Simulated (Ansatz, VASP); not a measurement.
BaTiO3 in VASP and in Ansatz

Contents of INCAR:

```
  PREC = Accurate
  ENCUT = 600
  EDIFF = 1E-7
  ISMEAR = 0
  SIGMA = 0.1
  LREAL = F
  LASPH = T
  NELM = 100
  ALGO = Fast
  ISIF = 3
  LWAVE = F
  LCHARG = F
  GGA = PS
  IBRION = 2
  NSW = 100
  EDIFFG = -0.05
```

The input KPOINTS:

```
Automatic mesh
0
Gamma
  6 6 6
```

POSCAR

```
BaTiO3
1.0
    3.8711296904      0.0000000000      0.0000000000
    0.0000000000      3.8711296904      0.0000000000
    0.0000000000      0.0000000000      3.8711296904
Ba Ti O
1 1 3
Direct
    0.0000000000      0.0000000000      0.0000000000
    0.5000000000      0.5000000000      0.5000000000
    0.5000000000      0.5000000000      0.0000000000
    0.0000000000      0.5000000000      0.5000000000
    0.5000000000      0.0000000000      0.5000000000
```

Input for Ansatz:

```yaml
crystal:
  lattice:
    - [3.8711296904, 0.0, 0.0]
    - [0.0, 3.8711296904, 0.0]
    - [0.0, 0.0, 3.8711296904]
  atoms:
    - { symbol: Ba, position: [0.0, 0.0, 0.0] }
    - { symbol: Ti, position: [0.5, 0.5, 0.5] }
    - { symbol: O, position: [0.5, 0.5, 0.0] }
    - { symbol: O, position: [0.0, 0.5, 0.5] }
    - { symbol: O, position: [0.5, 0.0, 0.5] }
basis:
  ecutwfc: 420
kpoints:
  mp_grid: { grid: [6, 6, 6] }
hamiltonian:
  xc: pbesol
scf:
  occupations: { method: gaussian, width: 0.1 }
output:
  forces: true
  stress: true
  eigenvalues: true
relax:
  adjacent_minimum: "off"
  f_tol: 0.05
  max_steps: 80
  cell: { stress_tol: 0.5 }
```

Alike in both runs: task relaxation of cell and atoms; functional PBEsol; k mesh 6 × 6 × 6; occupations gaussian, width 0.1 eV; no spin polarisation.

|  | VASP | Ansatz |
| --- | --- | --- |
| version | VASP 6.6.1 | Ansatz 0.2.0 |
| potentials or method | VASP PAW PBE potentials, release 64 (Ba_sv, Ti_sv, O) | scalar-relativistic, plane waves, PAW |
| plane-wave cutoff (eV) | 600 | 420 |
| valence electrons in the cell | 40 | 40 |

Ansatz gave:

| Quantity | Value |
| --- | --- |
| gap on the k mesh at the Fermi level, each at its own relaxed structure (eV) | 1.82 |
| relaxed volume (Å³/atom) | 12.48 |
| relaxed cell length with the largest relative difference (Å) | 3.966 |
| energy change over the relaxation (meV/atom) | -43 |

Problem. What did VASP give for the same quantities?

Solution. gap on the k mesh at the Fermi level, each at its own relaxed structure (eV): 1.72; relaxed volume (Å³/atom): 12.67; relaxed cell length with the largest relative difference (Å): 3.986; energy change over the relaxation (meV/atom): -56.

Caveats: the PAW data sets were made with another functional, which shifts forces and pressure a little (VASP); spin-orbit coupling is left out, which moves the levels of the heavy elements. Zero-point motion and thermal expansion aren't in these numbers. A k mesh can miss the band edges.
